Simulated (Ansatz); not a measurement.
# CuO (Cc): one cell, many starting occupations (series 2), part 1 of 2

Aim: start the open shells of CuO (Cc) from different occupation matrices at one fixed cell, and see in which states the SCF ends. Cell and atoms stay fixed.

Program: Ansatz 0.2.0. Level of theory: DFT r²SCAN+U (U_eff = 2.5 eV on Cu d), plane waves, PAW. These are calculated values, not measurements.

### Step 1. The structure to begin with

Symmetry: Cc, No. 9, monoclinic system. The conventional cell has a = 4.689 Å, b = 3.427 Å, c = 5.132 Å, α = 90.00°, β = 99.65°, γ = 90.00°. Cu (site symmetry 1) has 4 O at 1.91 to 2.02 Å as nearest neighbours. O (site symmetry 1) has 4 Cu at 1.91 to 2.02 Å as nearest neighbours.

As a file:

```cif
data_structure
_symmetry_space_group_name_H-M 'Cc'
_symmetry_Int_Tables_number 9
_cell_length_a 4.6893
_cell_length_b 3.4268
_cell_length_c 5.1321
_cell_angle_alpha 90.000
_cell_angle_beta 99.653
_cell_angle_gamma 90.000
_cell_volume 81.30
loop_
_atom_site_label
_atom_site_type_symbol
_atom_site_symmetry_multiplicity
_atom_site_Wyckoff_symbol
_atom_site_fract_x
_atom_site_fract_y
_atom_site_fract_z
_atom_site_occupancy
Cu1 Cu 4 a 0.25000 0.24680 0.00000 1
O1 O 4 a 0.48850 0.91710 0.25370 1
```

Magnetic order typed: opposed in the cell.

The runs: random orbitals: single harmonics, second filling; random orbitals: fully mixed, first filling; random orbitals: single harmonics, first filling; random orbitals: fully mixed, one electron fewer; random orbitals: drawn by pairs, first filling.

An earlier series on this cell reached its lowest free state from «natural orbitals of the symmetric run, filled by rank», perhaps among other starts.

### Step 2. Random orbitals: single harmonics, second filling

input.yaml

```yaml
crystal:
  lattice:
    - [2.34464976, -1.71339982, 0.0]
    - [2.34464976, 1.71339982, 0.0]
    - [-0.86054991, 0.0, 5.05943948]
  atoms:
    - { symbol: Cu, position: [0.0032, 0.4968, 0.0], spin: 1.0 }
    - { symbol: Cu, position: [0.4968, 0.0032, 0.5], spin: -1.0 }
    - { symbol: O, position: [0.5714, 0.4056, 0.2537] }
    - { symbol: O, position: [0.4056, 0.5714, 0.7537] }
basis:
  ecutwfc: 500
  ecutrho_ratio: 4
kpoints:
  mp_grid: { grid: [7, 7, 4] }
hamiltonian:
  xc: r2scan
  hubbard:
    sites:
      - { site: 0, l: d, u_eff: 2.5, starting_ns: [{ spin: up, occupation_matrix: s0up }, { spin: down, occupation_matrix: s0down }] }
      - { site: 1, l: d, u_eff: 2.5, starting_ns: [{ spin: up, occupation_matrix: s1up }, { spin: down, occupation_matrix: s1down }] }
    occupation_matrices:
      s0up:
        matrix:
          - [0.97, 0.0, 0.0, 0.0, 0.0]
          - [0.0, 0.97, 0.0, 0.0, 0.0]
          - [0.0, 0.0, 0.97, 0.0, 0.0]
          - [0.0, 0.0, 0.0, 0.97, 0.0]
          - [0.0, 0.0, 0.0, 0.0, 0.97]
      s0down:
        matrix:
          - [0.97, 0.0, 0.0, 0.0, 0.0]
          - [0.0, 0.97, 0.0, 0.0, 0.0]
          - [0.0, 0.0, 0.97, 0.0, 0.0]
          - [0.0, 0.0, 0.0, 0.02, 0.0]
          - [0.0, 0.0, 0.0, 0.0, 0.97]
      s1up:
        matrix:
          - [0.97, 0.0, 0.0, 0.0, 0.0]
          - [0.0, 0.97, 0.0, 0.0, 0.0]
          - [0.0, 0.0, 0.97, 0.0, 0.0]
          - [0.0, 0.0, 0.0, 0.97, 0.0]
          - [0.0, 0.0, 0.0, 0.0, 0.02]
      s1down:
        matrix:
          - [0.97, 0.0, 0.0, 0.0, 0.0]
          - [0.0, 0.97, 0.0, 0.0, 0.0]
          - [0.0, 0.0, 0.97, 0.0, 0.0]
          - [0.0, 0.0, 0.0, 0.97, 0.0]
          - [0.0, 0.0, 0.0, 0.0, 0.97]
    ns_hold: { iters: 5 }
scf:
  occupations: { method: gaussian, width: 0.05 }
  lower_state_search: "off"
  max_iter: 150
output:
  forces: true
  stress: true
  eigenvalues: true
  populations: true
  hubbard: { sites: [{ site: 0, l: d }, { site: 1, l: d }] }
magnetization:
  spin_polarized: true
```

The typed matrices put 0.97 on the chosen orbitals and 0.02 on the others, and are held for 5 cycles.

Run with:

```sh
> ansatz run input.yaml --threads 4 --pin off --max-ram 6144MiB --backend cpu --events-out ev --progress --plain --runs-dir out
```

The log of the run, shortened:

```text
Warning: crystal.symmetry: narrowed to the stabiliser of the occupation matrices — unitary ops 1 → 1, anti-unitary 1 → 0; lowered by the specified shells (site 0, l: d), (site 1, l: d); largest admitted image defect 4.4e-16, smallest excluded 9.5e-1 — at a splitting's scale: the group the [...]
Warning: RAYON_NUM_THREADS=4 ignored (pool sized by the plan → 4); use --threads N
Cu: projections on atomic orbitals take those of the free atom [Ne] 3s2 3p6 3d10 4s1, of charge +0.00 (hamiltonian.pseudopotentials.projection_atoms); the dataset's partial waves leave at most 2.0e-6 of an orbital's norm unspanned inside its sphere
O: projections on atomic orbitals take those of the free atom [He] 2s2 2p4, of charge +0.00 (hamiltonian.pseudopotentials.projection_atoms); the dataset's partial waves leave at most 1.9e-8 of an orbital's norm unspanned inside its sphere
[...]
Pseudopotentials: kind: paw
Pseudopotential: Cu, paw, valence charge 19, recommended cutoff 500 eV (meta_gga), Cu.paw.azcp
Pseudopotential: O, paw, valence charge 6, recommended cutoff 500 eV (meta_gga), O.paw.azcp
Functional definition: r2SCAN
[...]
Crystal: 4 atoms, lattice volume = 40.651 Å³
Basis set: ecut = 500 eV, 1035 PW (Γ), exchange–correlation on 96×96×160 points (64 copies of the dense FFT grid, shifted against one another)
Bands: 32, of which v1, the nominal top of the filled ones, is band 25 counted from 1 (24 counted from 0)
Symmetry: 1 space group operations
Space group: P1 (ITA 1), of the structure as read, at distance tolerance 3.4e-5 Å
Magnetic group: BNS 9.39 (UNI 46), of the structure as read, at distance tolerance 3.4e-5 Å
k-points: 99 of 196 (time reversal used)
[...]
Starting moments: Σ|m| = 2 μB on 2 of 4 sites
[...]
WARN: hamiltonian.hubbard: on 2 of 4 specified blocks the occupation matrix of this SCF's result fails the test of the specified filling. At site 0 ↓ (sites count from 0 in the list of atoms of the cell that this SCF solves) the least filled combination of the orbitals specified full has [...]
  atom   2  Cu    -0.67206121    -0.31460298     0.30069611
  atom   3  O      0.67200847     0.14188499    -0.30069274
  atom   4  O      0.67210618    -0.14188652    -0.30070687
[...]
--- Stress (GPa, compression-positive) ---
       -0.784697       0.000054      -0.627844
       -0.000254       0.645172       0.000286
       -0.628163      -0.000602       0.719827
  P = ⅓ Tr σ = 0.1934 GPa (1.934 kbar)
--- Band table (eV; the first three rows and the last of 198) ---
[...]
Occupation matrices written to <dir>
--- Löwdin populations: 4 sites ---
  site symbol       q [e]    m [muB]
     0     Cu     17.8724     0.5574
     1     Cu     17.8724    -0.5574
     2      O      7.0062    -0.0097
     3      O      7.0063     0.0097
  spilling = 0.004855 (of n_electrons = 50.000000)
--- Occupation matrices: 2 shells (run DFT+U table (all-electron-ortho-atomic); ε = 8.29e-3) ---
  Cu0 d_3D: site group C1 (1)
  Cu0 d_3D up     Tr n = 4.9490  λ = 0.979 0.983 0.995 0.996 0.996  [2× xy 0.35 A(1.00) | 3× z2 0.30 A(1.00)]
  Cu0 d_3D dn     Tr n = 4.3692  λ = 0.399 0.977 0.997 0.998 0.998  [xz 0.60 A(1.00) | xy 0.71 A(1.00) | 3× z2 0.30 A(1.00)]
  specified occupation → Cu0 d_3D up: matrix, ‖Δ‖_F = 0.0472, Tr Δ = -0.0990, displaced = 0.0495, d_λ = 0.0472; orbital distance = 0.0000
  specified occupation → Cu0 d_3D dn: matrix, ‖Δ‖_F = 1.0988, Tr Δ = -0.4692, displaced = 0.7810, d_λ = 0.3825; orbital distance = 1.3675
  Cu1 d_3D: site group C1 (1)
  Cu1 d_3D up     Tr n = 4.3692  λ = 0.399 0.977 0.997 0.998 0.998  [xz 0.60 A(1.00) | xy 0.71 A(1.00) | 3× z2 0.30 A(1.00)]
  Cu1 d_3D dn     Tr n = 4.9490  λ = 0.979 0.983 0.995 0.996 0.996  [2× xy 0.35 A(1.00) | 3× z2 0.30 A(1.00)]
  specified occupation → Cu1 d_3D up: matrix, ‖Δ‖_F = 1.1161, Tr Δ = -0.4692, displaced = 0.8023, d_λ = 0.3825; orbital distance = 1.4086
  specified occupation → Cu1 d_3D dn: matrix, ‖Δ‖_F = 0.0472, Tr Δ = -0.0990, displaced = 0.0495, d_λ = 0.0472; orbital distance = 0.0000
  Tr n, λ and their labels are of the run-group-symmetrised matrices; stabiliser: 2 of 4 elements of G0×{1,Θ} (closed), max defect 1.2e-4 at τ = 1.8e-3
```

It took 82 s on 4 threads of Arm Neoverse N1, shared host; peak memory 0.69 GiB.

Result: a gap on the mesh of 0.89 eV, pressure 0.2 GPa, moments in spheres Cu 0.62, -0.62 μB, largest force component 0.67 eV/Å, 1 symmetry operation imposed. The program reports that the typed filling wasn't kept.

The shells' filling, with natural orbitals sorted by occupation:

```
         shell  channel  electrons  over 0.8  0.2 to 0.8  under 0.2
Cu 3d (atom 1)       up       4.95         5           0          0
Cu 3d (atom 1)     down       4.37         4           1          0
Cu 3d (atom 2)       up       4.37         4           1          0
Cu 3d (atom 2)     down       4.95         5           0          0
```

### Step 3. Random orbitals: fully mixed, first filling

input.yaml: that of step 2 with these lines changed.

```diff
@@ -31,14 +31,14 @@
         matrix:
-          - [0.97, 0.0, 0.0, 0.0, 0.0]
-          - [0.0, 0.97, 0.0, 0.0, 0.0]
-          - [0.0, 0.0, 0.97, 0.0, 0.0]
-          - [0.0, 0.0, 0.0, 0.02, 0.0]
-          - [0.0, 0.0, 0.0, 0.0, 0.97]
+          - [0.63944, 0.14007, -0.24092, -0.30815, -0.17929]
+          - [0.14007, 0.91065, 0.10208, 0.13057, 0.07597]
+          - [-0.24092, 0.10208, 0.79442, -0.22459, -0.13067]
+          - [-0.30815, 0.13057, -0.22459, 0.68274, -0.16713]
+          - [-0.17929, 0.07597, -0.13067, -0.16713, 0.87276]
       s1up:
         matrix:
-          - [0.97, 0.0, 0.0, 0.0, 0.0]
-          - [0.0, 0.97, 0.0, 0.0, 0.0]
-          - [0.0, 0.0, 0.97, 0.0, 0.0]
-          - [0.0, 0.0, 0.0, 0.97, 0.0]
-          - [0.0, 0.0, 0.0, 0.0, 0.02]
+          - [0.75249, 0.29454, -0.24923, 0.02266, -0.09969]
+          - [0.29454, 0.57114, 0.3375, -0.03068, 0.135]
+          - [-0.24923, 0.3375, 0.68442, 0.02596, -0.11423]
+          - [0.02266, -0.03068, 0.02596, 0.96764, 0.01038]
+          - [-0.09969, 0.135, -0.11423, 0.01038, 0.92431]
       s1down:
@@ -50,3 +50,3 @@
           - [0.0, 0.0, 0.0, 0.0, 0.97]
-    ns_hold: { iters: 5 }
+    ns_hold: until_converged
 scf:
```

The typed matrices put 0.97 on the chosen orbitals and 0.02 on the others, and are held until the SCF converges, then released.

Run with:

```sh
> ansatz run input.yaml --threads 4 --pin off --max-ram 6144MiB --backend cpu --events-out ev --progress --plain --runs-dir out
```

The log of the run, shortened:

```text
Warning: crystal.symmetry: narrowed to the stabiliser of the occupation matrices — unitary ops 1 → 1, anti-unitary 1 → 0; lowered by the specified shells (site 0, l: d), (site 1, l: d); largest admitted image defect 4.4e-16, smallest excluded 4.9e-1 — at a splitting's scale: the group the [...]
Warning: RAYON_NUM_THREADS=4 ignored (pool sized by the plan → 4); use --threads N
Cu: projections on atomic orbitals take those of the free atom [Ne] 3s2 3p6 3d10 4s1, of charge +0.00 (hamiltonian.pseudopotentials.projection_atoms); the dataset's partial waves leave at most 2.0e-6 of an orbital's norm unspanned inside its sphere
O: projections on atomic orbitals take those of the free atom [He] 2s2 2p4, of charge +0.00 (hamiltonian.pseudopotentials.projection_atoms); the dataset's partial waves leave at most 1.9e-8 of an orbital's norm unspanned inside its sphere
[...]
[... 4 set-up lines as earlier in the session ...]
[...]
Crystal: 4 atoms, lattice volume = 40.651 Å³
[...]
WARN: hamiltonian.hubbard: on 2 of 4 specified blocks the occupation matrix of this SCF's result fails the test of the specified filling. At site 0 ↓ (sites count from 0 in the list of atoms of the cell that this SCF solves) the least filled combination of the orbitals specified full has [...]
     1     Cu     17.8724    -0.5574
     2      O      7.0062    -0.0097
     3      O      7.0062     0.0097
  spilling = 0.004855 (of n_electrons = 50.000000)
--- Occupation matrices: 2 shells (run DFT+U table (all-electron-ortho-atomic); ε = 1.44e-2) ---
  Cu0 d_3D: site group C1 (1)
  Cu0 d_3D up     Tr n = 4.9490  λ = 0.979 0.983 0.995 0.996 0.996  [5× z2 0.20 A(1.00)]
  Cu0 d_3D dn     Tr n = 4.3692  λ = 0.399 0.977 0.997 0.998 0.998  [xz 0.60 A(1.00) | xy 0.71 A(1.00) | 3× z2 0.30 A(1.00)]
  specified occupation → Cu0 d_3D up: matrix, ‖Δ‖_F = 0.0472, Tr Δ = -0.0990, displaced = 0.0495, d_λ = 0.0472; orbital distance = 0.0000
  specified occupation → Cu0 d_3D dn: matrix, ‖Δ‖_F = 1.0940, Tr Δ = -0.4692, displaced = 0.7773, d_λ = 0.3825; orbital distance = 1.3604
  Cu1 d_3D: site group C1 (1)
  Cu1 d_3D up     Tr n = 4.3692  λ = 0.399 0.977 0.997 0.998 0.998  [xz 0.60 A(1.00) | xy 0.71 A(1.00) | 3× z2 0.30 A(1.00)]
  Cu1 d_3D dn     Tr n = 4.9490  λ = 0.979 0.983 0.995 0.996 0.996  [5× z2 0.20 A(1.00)]
  specified occupation → Cu1 d_3D up: matrix, ‖Δ‖_F = 1.1073, Tr Δ = -0.4692, displaced = 0.7861, d_λ = 0.3825; orbital distance = 1.3775
  specified occupation → Cu1 d_3D dn: matrix, ‖Δ‖_F = 0.0472, Tr Δ = -0.0990, displaced = 0.0495, d_λ = 0.0472; orbital distance = 0.0000
  Tr n, λ and their labels are of the run-group-symmetrised matrices; stabiliser: 2 of 4 elements of G0×{1,Θ} (closed), max defect 1.2e-4 at τ = 3.1e-3
```

Wall time 2.2 min (4 threads of Arm Neoverse N1, shared host); peak memory 0.68 GiB.

End state: a gap on the mesh of 0.89 eV, pressure 0.2 GPa, moments in spheres Cu 0.62, -0.62 μB, largest force component 0.67 eV/Å, 1 symmetry operation imposed. The program reports that the typed filling wasn't kept.

The shells' filling, with natural orbitals sorted by occupation:

```
         shell  channel  electrons  over 0.8  0.2 to 0.8  under 0.2
Cu 3d (atom 1)       up       4.95         5           0          0
Cu 3d (atom 1)     down       4.37         4           1          0
Cu 3d (atom 2)       up       4.37         4           1          0
Cu 3d (atom 2)     down       4.95         5           0          0
```

### Step 4. Random orbitals: single harmonics, first filling

input.yaml: that of step 3 with these lines changed.

```diff
@@ -31,14 +31,14 @@
         matrix:
-          - [0.63944, 0.14007, -0.24092, -0.30815, -0.17929]
-          - [0.14007, 0.91065, 0.10208, 0.13057, 0.07597]
-          - [-0.24092, 0.10208, 0.79442, -0.22459, -0.13067]
-          - [-0.30815, 0.13057, -0.22459, 0.68274, -0.16713]
-          - [-0.17929, 0.07597, -0.13067, -0.16713, 0.87276]
+          - [0.97, 0.0, 0.0, 0.0, 0.0]
+          - [0.0, 0.97, 0.0, 0.0, 0.0]
+          - [0.0, 0.0, 0.97, 0.0, 0.0]
+          - [0.0, 0.0, 0.0, 0.97, 0.0]
+          - [0.0, 0.0, 0.0, 0.0, 0.02]
       s1up:
         matrix:
-          - [0.75249, 0.29454, -0.24923, 0.02266, -0.09969]
-          - [0.29454, 0.57114, 0.3375, -0.03068, 0.135]
-          - [-0.24923, 0.3375, 0.68442, 0.02596, -0.11423]
-          - [0.02266, -0.03068, 0.02596, 0.96764, 0.01038]
-          - [-0.09969, 0.135, -0.11423, 0.01038, 0.92431]
+          - [0.97, 0.0, 0.0, 0.0, 0.0]
+          - [0.0, 0.97, 0.0, 0.0, 0.0]
+          - [0.0, 0.0, 0.97, 0.0, 0.0]
+          - [0.0, 0.0, 0.0, 0.02, 0.0]
+          - [0.0, 0.0, 0.0, 0.0, 0.97]
       s1down:
@@ -50,3 +50,3 @@
           - [0.0, 0.0, 0.0, 0.0, 0.97]
-    ns_hold: until_converged
+    ns_hold: { iters: 5 }
 scf:
```

The typed matrices put 0.97 on the chosen orbitals and 0.02 on the others, and are held for 5 cycles.

Run with:

```sh
> ansatz run input.yaml --threads 4 --pin off --max-ram 6144MiB --backend cpu --events-out ev --progress --plain --runs-dir out
```

The log of the run, shortened:

```text
Warning: crystal.symmetry: narrowed to the stabiliser of the occupation matrices — unitary ops 1 → 1, anti-unitary 1 → 0; lowered by the specified shells (site 0, l: d), (site 1, l: d); largest admitted image defect 4.4e-16, smallest excluded 9.5e-1 — at a splitting's scale: the group the [...]
Warning: RAYON_NUM_THREADS=4 ignored (pool sized by the plan → 4); use --threads N
Cu: projections on atomic orbitals take those of the free atom [Ne] 3s2 3p6 3d10 4s1, of charge +0.00 (hamiltonian.pseudopotentials.projection_atoms); the dataset's partial waves leave at most 2.0e-6 of an orbital's norm unspanned inside its sphere
O: projections on atomic orbitals take those of the free atom [He] 2s2 2p4, of charge +0.00 (hamiltonian.pseudopotentials.projection_atoms); the dataset's partial waves leave at most 1.9e-8 of an orbital's norm unspanned inside its sphere
[...]
[... 4 set-up lines as earlier in the session ...]
[...]
Crystal: 4 atoms, lattice volume = 40.651 Å³
[...]
WARN: hamiltonian.hubbard: on 2 of 4 specified blocks the occupation matrix of this SCF's result fails the test of the specified filling. At site 0 ↓ (sites count from 0 in the list of atoms of the cell that this SCF solves) the least filled combination of the orbitals specified full has [...]
     2      O      7.0063    -0.0097
     3      O      7.0062     0.0097
  spilling = 0.004855 (of n_electrons = 50.000000)
--- Occupation matrices: 2 shells (run DFT+U table (all-electron-ortho-atomic); ε = 8.31e-3) ---
  Cu0 d_3D: site group C1 (1)
  Cu0 d_3D up     Tr n = 4.9490  λ = 0.979 0.983 0.995 0.996 0.996  [2× xy 0.35 A(1.00) | 3× z2 0.30 A(1.00)]
  Cu0 d_3D dn     Tr n = 4.3692  λ = 0.399 0.977 0.997 0.998 0.998  [xz 0.60 A(1.00) | xy 0.71 A(1.00) | 3× z2 0.30 A(1.00)]
  specified occupation → Cu0 d_3D up: matrix, ‖Δ‖_F = 0.0472, Tr Δ = -0.0990, displaced = 0.0495, d_λ = 0.0472; orbital distance = 0.0000
  specified occupation → Cu0 d_3D dn: matrix, ‖Δ‖_F = 1.1161, Tr Δ = -0.4692, displaced = 0.8023, d_λ = 0.3825; orbital distance = 1.4086
  Cu1 d_3D: site group C1 (1)
  Cu1 d_3D up     Tr n = 4.3692  λ = 0.399 0.977 0.997 0.998 0.998  [xz 0.60 A(1.00) | xy 0.71 A(1.00) | 3× z2 0.30 A(1.00)]
  Cu1 d_3D dn     Tr n = 4.9490  λ = 0.979 0.983 0.995 0.996 0.996  [2× xy 0.35 A(1.00) | 3× z2 0.30 A(1.00)]
  specified occupation → Cu1 d_3D up: matrix, ‖Δ‖_F = 1.0988, Tr Δ = -0.4692, displaced = 0.7810, d_λ = 0.3825; orbital distance = 1.3675
  specified occupation → Cu1 d_3D dn: matrix, ‖Δ‖_F = 0.0472, Tr Δ = -0.0990, displaced = 0.0495, d_λ = 0.0472; orbital distance = 0.0000
  Tr n, λ and their labels are of the run-group-symmetrised matrices; stabiliser: 2 of 4 elements of G0×{1,Θ} (closed), max defect 1.2e-4 at τ = 1.8e-3
```

Run time: 80 s. Hardware: 4 threads of Arm Neoverse N1, shared host; peak memory 0.68 GiB.

It ends with a gap on the mesh of 0.89 eV, pressure 0.2 GPa, moments in spheres Cu 0.62, -0.62 μB, largest force component 0.67 eV/Å, 1 symmetry operation imposed. The program reports that the typed filling wasn't kept.

The shells' filling, with natural orbitals sorted by occupation:

```
         shell  channel  electrons  over 0.8  0.2 to 0.8  under 0.2
Cu 3d (atom 1)       up       4.95         5           0          0
Cu 3d (atom 1)     down       4.37         4           1          0
Cu 3d (atom 2)       up       4.37         4           1          0
Cu 3d (atom 2)     down       4.95         5           0          0
```

(Continued in part 2 of 2.)
